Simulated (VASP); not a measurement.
# Na (Im-3m) in VASP: notebook, part 2 of 2

VASP 6.6.1.

## (3) Relaxation of cell and atoms, PBEsol

Contents of INCAR:

```
SYSTEM = Na
ALGO = Normal
EDIFF = 1E-7
EDIFFG = -0.005
ENCUT = 300
GGA = PS
IBRION = 2
ISIF = 3
ISMEAR = 0
LASPH = .TRUE.
LCHARG = .FALSE.
LREAL = .FALSE.
LWAVE = .FALSE.
NELM = 100
NSW = 90
PREC = Accurate
SIGMA = 0.1
```

Contents of KPOINTS:

```
k-points
0
G
  14 14 14
  0 0 0
```

Contents of POSCAR:

```
Na
1.0
   -2.1175000000      2.1175000000      2.1175000000
    2.1175000000     -2.1175000000      2.1175000000
    2.1175000000      2.1175000000     -2.1175000000
Na
1
Direct
    0.0000000000      0.0000000000      0.0000000000
```

Potentials or basis: VASP PAW PBE potentials, release 64 (Na_pv).

Command:

```bash
$ cat potpaw_PBE.64/Na_pv/POTCAR > POTCAR
$ mpirun -np 1 vasp_std > vasp.out
```

OUTCAR:

```text
SYSTEM = Na
   EDIFF = 1E-7
   EDIFFG = -0.005
   ENCUT = 300
   GGA = PS
   IBRION = 2
   ISIF = 3
   ISMEAR = 0
   LASPH = .TRUE.
   LREAL = .FALSE.
   NELM = 100
   NSW = 90
   PREC = Accurate

 ion  position               nearest neighbor table
   1  0.000  0.000  0.000-

  LATTYP: Found a body centered cubic cell.
 ALAT       =     4.2350000000

  Lattice vectors:

 A1 = (  -2.1175000000,   2.1175000000,   2.1175000000)
 A2 = (   2.1175000000,  -2.1175000000,   2.1175000000)
 A3 = (   2.1175000000,   2.1175000000,  -2.1175000000)

Analysis of symmetry for initial positions (statically):
=====================================================================
 Subroutine PRICEL returns:
 Original cell was already a primitive cell.

 Routine SETGRP: Setting up the symmetry group for a
 body centered cubic supercell.

 Subroutine GETGRP returns: Found 48 space group operations
 (whereof 48 operations were pure point group operations)
 out of a pool of 48 trial point group operations.

The static configuration has the point symmetry O_h .

Analysis of symmetry for dynamics (positions and initial velocities):
=====================================================================
 Subroutine PRICEL returns:
 Original cell was already a primitive cell.

 Routine SETGRP: Setting up the symmetry group for a
 body centered cubic supercell.

 Subroutine GETGRP returns: Found 48 space group operations
 (whereof 48 operations were pure point group operations)
 out of a pool of 48 trial point group operations.

The dynamic configuration has the point symmetry O_h .

 Subroutine INISYM returns: Found 48 space group operations
 (whereof 48 operations are pure point group operations),
 and found     1 'primitive' translations

----------------------------------------------------------------------------------------

                                     Primitive cell

  volume of cell :      37.9778

  direct lattice vectors                    reciprocal lattice vectors
    -2.117500000  2.117500000  2.117500000     0.000000000  0.236127509  0.236127509
     2.117500000 -2.117500000  2.117500000     0.236127509  0.000000000  0.236127509
     2.117500000  2.117500000 -2.117500000     0.236127509  0.236127509  0.000000000

  length of vectors
     3.667617585  3.667617585  3.667617585     0.333934725  0.333934725  0.333934725

  position of ions in fractional coordinates (direct lattice)
     0.000000000  0.000000000  0.000000000

  ion indices of the primitive-cell ions
   primitive index   ion index
                 1           1

----------------------------------------------------------------------------------------

 KPOINTS: k-points

Automatic generation of k-mesh.
 Grid dimensions read from file:
 generate k-points for:   14   14   14

 Generating k-lattice:

  Cartesian coordinates                     Fractional coordinates (reciprocal lattice)
     0.000000000  0.016866251  0.016866251     0.071428571  0.000000000  0.000000000
     0.016866251  0.000000000  0.016866251     0.000000000  0.071428571  0.000000000
[... 45 lines left out ...]
   ions per type =               1
   NGX,Y,Z   is equivalent  to a cutoff of  10.88, 10.88, 10.88 a.u.
   NGXF,Y,Z  is equivalent  to a cutoff of  21.76, 21.76, 21.76 a.u.
 SYSTEM =  Na
   PREC   = accura    normal or accurate (medium, high low for compatibility)
   ISTART =      0    job   : 0-new  1-cont  2-samecut
   ICHARG =      2    charge: 1-file 2-atom 10-const
   ISPIN  =      1    spin polarized calculation?
   LNONCOLLINEAR =      F non collinear calculations
   LSORBIT =      F    spin-orbit coupling
   LASPH  =      T    aspherical Exc in radial PAW
   ENCUT  =  300.0 eV  22.05 Ry    4.70 a.u.   5.18  5.18  5.18*2*pi/ulx,y,z
   NELM   =    100;   NELMIN=  2; NELMDL= -5     # of ELM steps
   EDIFF  = 0.1E-06   stopping-criterion for ELM
   LREAL  =      F    real-space projection
   EDIFFG = -.5E-02   stopping-criterion for IOM
   NSW    =     90    number of steps for IOM
   IBRION =      2    ionic relax: 0-MD 1-quasi-New 2-CG
   NFREE  =      1    steps in history (QN), initial steepest desc. (CG)
   ISIF   =      3    stress and relaxation
   ISYM   =      2    0-nonsym 1-usesym 2-fastsym
   POTIM  = 0.5000    time-step for ionic-motion
   TEBEG  =    0.0;   TEEND  =   0.0 temperature during run
   PSTRESS=    0.0 pullay stress
   NELECT =       7.0000    total number of electrons
   NUPDOWN=      -1.0000    fix difference up-down
   EMIN   =  10.00;   EMAX   =-10.00  energy-range for DOS
   EFERMI =   0.00;   METHOD = LEGACY
   ISMEAR =     0;   SIGMA  =   0.10  broadening in eV -4-tet -1-fermi 0-gaus
   EFERMI_NEDOS =   21; number of points for ismear=-14 and -15
   IALGO  =     38    algorithm
   IMIX   =      4    mixing-type and parameters
     AMIX     =   0.40;   BMIX     =  1.00
     AMIX_MAG =   1.60;   BMIX_MAG =  1.00
  volume/ion in A,a.u.               =      37.98       256.29
  Fermi-wavevector in a.u.,A,eV,Ry     =   0.931674  1.760609 11.810087  0.868017
  Thomas-Fermi vector in A             =   2.058192
   LORBIT       =      0    0 simple, 1 ext, 2 COOP (PROOUT), +10 PAW based schemes
   GGA     = PS    functional components
   LHFCALC =     F    Hartree Fock is set to
   AEXX    =    0.0000 exact exchange contribution
   IVDW    =     0    specifies the selected vdW correction
   LEPSILON=     F    determine dielectric tensor
   LRPA    =     F    only Hartree local field effects (RPA)
 conjugate gradient relaxation of ions
 non-spin polarized calculation
 Gauss-broadening in eV      SIGMA  =   0.10
  energy-cutoff  :      300.00
  volume of cell :       37.98
 maximum number of plane-waves:       466
 NGX is ok and might be reduce to    24
   NGX = 11   NGY = 11   NGZ = 11

--------------------------------------- Ionic step        1  -------------------------------------------

 number of electron       6.9999972 magnetization

 Free energy of the ion-electron system (eV)
  ---------------------------------------------------
  ext. energy  EPLUGINS =         0.00000000
  ---------------------------------------------------
  free energy    TOTEN  =        -1.39626216 eV

  energy without entropy =       -1.39320357  energy(sigma->0) =       -1.39473287

------------------------ aborting loop because EDIFF is reached ----------------------------------------

  FORCE on cell =-STRESS in cart. coord.  units (eV):
  Direction    XX          YY          ZZ          XY          YZ          ZX
  --------------------------------------------------------------------------------------
  -------------------------------------------------------------------------------------
  Total       -0.0853223     -0.0853223     -0.0853223     -0.0000000     -0.0000000     -0.0000000
  in kB       -3.5995039     -3.5995039     -3.5995039     -0.0000000     -0.0000000     -0.0000000
  external PRESSURE =      -3.5995039 kB  Pullay stress =       0.0000000 kB
[... 127 lines left out ...]
--------------------------------------- Ionic step        5  -------------------------------------------

 number of electron       7.0000012 magnetization

 Free energy of the ion-electron system (eV)
  ---------------------------------------------------
  ext. energy  EPLUGINS =         0.00000000
  ---------------------------------------------------
  free energy    TOTEN  =        -1.39812884 eV

  energy without entropy =       -1.39511213  energy(sigma->0) =       -1.39662048

 E-fermi :   0.3376     XC(G=0):  -6.5529

 val. band max:        0.3106047587   @ k =  -0.3571   0.4286   0.1429
 cond. band min:       0.3918416666   @ k =   0.3571   0.0714   0.0714
 fundamental gap:      0.0812369079
 Fermi energy:         0.3376035209

 k-point     1 :       0.0000    0.0000    0.0000
  band No.  band energies     occupation
      1     -24.3938      2.00000
      2     -24.3938      2.00000
      3     -24.3938      2.00000
      4      -2.9565      2.00000
      5      12.2255      0.00000
      6      12.2255      0.00000
      7      12.2255      0.00000
[... 221 lines left out ...]
 k-point    24 :       0.3571    0.2857    0.0000
  band No.  band energies     occupation
      1     -24.4231      2.00000
      2     -24.4172      2.00000
      3     -24.3985      2.00000
      4       2.0842      0.00000
      5       2.5126      0.00000
      6       3.8212      0.00000
      7       8.4864      0.00000

 [... further k-points ...]

------------------------ aborting loop because EDIFF is reached ----------------------------------------

  FORCE on cell =-STRESS in cart. coord.  units (eV):
  Direction    XX          YY          ZZ          XY          YZ          ZX
  --------------------------------------------------------------------------------------
  -------------------------------------------------------------------------------------
  Total       -0.0041568     -0.0041568     -0.0041568      0.0000000     -0.0000000      0.0000000
  in kB       -0.1832612     -0.1832612     -0.1832612      0.0000000     -0.0000000      0.0000000
  external PRESSURE =      -0.1832612 kB  Pullay stress =       0.0000000 kB
[... 16 lines left out ...]
  FREE ENERGIE OF THE ION-ELECTRON SYSTEM (eV)
  ---------------------------------------------------
  free  energy   TOTEN  =        -1.3981288411 eV

  energy  without entropy=       -1.3951121262  energy(sigma->0) =       -1.39662048

 reached required accuracy - stopping structural energy minimisation
```

CONTCAR:

```text
Na
   1.00000000000000
    -2.0866396867343160    2.0866396867343160    2.0866396867343160
     2.0866396867343160   -2.0866396867343160    2.0866396867343160
     2.0866396867343160    2.0866396867343160   -2.0866396867343160
  Na
     1
Direct
     0.0000000000000000    0.0000000000000000    0.0000000000000000

  0.00000000E+00  0.00000000E+00  0.00000000E+00
```

Run time: 19 s. Hardware: 1 thread of Intel Xeon Platinum 8488C (Sapphire Rapids), shared host; peak memory 0.13 GiB.

What came out:

```yaml
Free_energy: -1.3981 eV
Relaxed_volume: 36.34 Å³/atom
Relaxed_cell: a = 3.614 Å, b = 3.614 Å, c = 3.614 Å, α = 109.47°, β = 109.47°, γ = 109.47°
Space_group_after_relaxing_to_0.05_Å: Im-3m (No. 229)
Energy_gained_by_relaxing: 1.9 meV/atom
Ionic_steps: 5
Pressure_after_relaxing: 0.0 GPa
Band_gap_on_the_k_mesh: none (metal or under the smearing width)
```

Step by step:
```
step  energy change (eV)  largest force (eV/Å)  pressure (GPa)  volume (Å³)
   1              0.0000                0.0000           -0.36        37.98
   2             -0.0009                0.0000           -0.26        37.51
   3             -0.0019                0.0000           -0.03        36.42
   4             -0.0019                0.0000            0.02        36.28
   5             -0.0019                0.0000           -0.02        36.34
```

Final structure:
```yaml
crystal:
  lattice:
    - [-2.08664, 2.08664, 2.08664]
    - [2.08664, -2.08664, 2.08664]
    - [2.08664, 2.08664, -2.08664]
  atoms:
    - { symbol: Na, position: [0.00000, 0.00000, 0.00000] }
```

Caveat: the cutoff is under 1.25 times the usual one of these potentials, so pressure, stress and relaxed cells hold a basis-set (Pulay) error; the PAW data sets were made with another functional, which shifts forces and pressure a little.

## (4) Relaxation of cell and atoms, PBEsol

Edit INCAR of step 3 so:

```diff
@@ -4,3 +4,3 @@
 EDIFFG = -0.005
-ENCUT = 300
+ENCUT = 600
 GGA = PS
```

Contents of KPOINTS:

```
k-points
0
G
  6 6 6
  0 0 0
```

POSCAR is that of step 3.

Command:

```bash
$ cat potpaw_PBE.64/Na_pv/POTCAR > POTCAR
$ mpirun -np 1 vasp_std > vasp.out
```

Run time: 12 s. Hardware: 1 thread of Intel Xeon Platinum 8488C (Sapphire Rapids), shared host; peak memory 0.15 GiB.

Results (log left out):

| Item | Value |
| --- | --- |
| Free energy | -1.3688 eV |
| Relaxed volume | 36.72 Å³/atom |
| Relaxed cell | a = 3.627 Å, b = 3.627 Å, c = 3.627 Å, α = 109.47°, β = 109.47°, γ = 109.47° |
| Space group after relaxing (to 0.05 Å) | Im-3m (No. 229) |
| Energy gained by relaxing | 1.0 meV/atom |
| Ionic steps | 3 |
| Pressure after relaxing | 0.0 GPa |
| Band gap on the k mesh | none (metal or under the smearing width) |

The path:
```
step  energy change (eV)  largest force (eV/Å)  pressure (GPa)  volume (Å³)
   1              0.0000                0.0000           -0.24        37.98
   2             -0.0004                0.0000           -0.19        37.66
   3             -0.0010                0.0000           -0.01        36.72
```

Final structure:
```
CELL_PARAMETERS angstrom
-2.09384 2.09384 2.09384
2.09384 -2.09384 2.09384
2.09384 2.09384 -2.09384
ATOMIC_POSITIONS crystal
Na 0.00000 0.00000 0.00000
```

Levels at points of the mesh, in eV from the Fermi level:
```csv
k point,band 1,band 2,band 3,band 4,band 5,band 6
"(0.00, 0.00, 0.00)",-24.81,-24.81,-24.81,-3.33,11.77,11.77
"(0.50, 0.00, 0.00)",-24.84,-24.82,-24.81,0.72,1.21,8.21
"(0.50, 0.50, 0.50)",-24.83,-24.83,-24.83,4.50,4.50,4.89
```

Caveat: the PAW data sets were made with another functional, which shifts forces and pressure a little.

## (5) Single point, PBEsol

Contents of INCAR:

```
SYSTEM = Na
PREC = Accurate
ENCUT = 520
EDIFF = 1E-6
ISMEAR = 0
SIGMA = 0.1
LREAL = .FALSE.
LASPH = .TRUE.
NELM = 100
ALGO = Normal
ISIF = 2
LWAVE = .FALSE.
LCHARG = .FALSE.
GGA = PS
```

Contents of KPOINTS:

```
regular mesh
0
G
  14 14 14
  0 0 0
```

POSCAR is that of step 4.

Command:

```bash
$ cat potpaw_PBE.64/Na_pv/POTCAR > POTCAR
$ mpirun -np 1 vasp_std > vasp.out
```

Run time: 15 s. Hardware: 1 thread of Intel Xeon Platinum 8488C (Sapphire Rapids), shared host; peak memory 0.16 GiB.

It converged, with:

```
Free energy            : -1.3987 eV
Pressure               : -0.3 GPa
Band gap on the k mesh : none (metal or under the smearing width)
```

Levels at points of the mesh, in eV from the Fermi level:
```tsv
k point	band 1	band 2	band 3	band 4	band 5	band 6
(0.00, 0.00, 0.00)	-24.78	-24.78	-24.78	-3.20	11.60	11.60
(0.50, 0.00, 0.00)	-24.81	-24.79	-24.78	0.77	1.23	8.13
(0.50, 0.50, 0.50)	-24.80	-24.80	-24.80	4.50	4.50	4.83
```

Caveat: the PAW data sets were made with another functional, which shifts forces and pressure a little.

## (6) Overview

```csv
task,level,cell,k mesh,cutoff (eV),gap on the mesh (eV),pressure (GPa),relaxed volume (Å³/atom)
relaxation of cell and atoms,PBE+D3(BJ),relaxed,14 × 14 × 14,600,none,0.0,33.92
relaxation of cell and atoms,PBEsol,relaxed,14 × 14 × 14,300,none,0.0,36.34
relaxation of cell and atoms,PBEsol,relaxed,6 × 6 × 6,600,none,0.0,36.72
single point,PBEsol,as given,14 × 14 × 14,520,none,-0.3,-
```

Alike in all rows: potentials or basis VASP PAW PBE potentials, release 64 (Na_pv); no spin polarisation; smearing gaussian 0.1 eV.

Caveats: the PAW data sets were made with another functional, which shifts forces and pressure a little (some runs); the volume moved by -11 % from the deposited cell, more than functionals usually miss (some runs); pairwise dispersion overbinds metals, which lowers pressure and volume (some runs); the cutoff is under 1.25 times the usual one of these potentials, so pressure, stress and relaxed cells hold a basis-set (Pulay) error (some runs).

Total energies depend on the potentials used, so only differences within one code and one set of settings carry meaning.
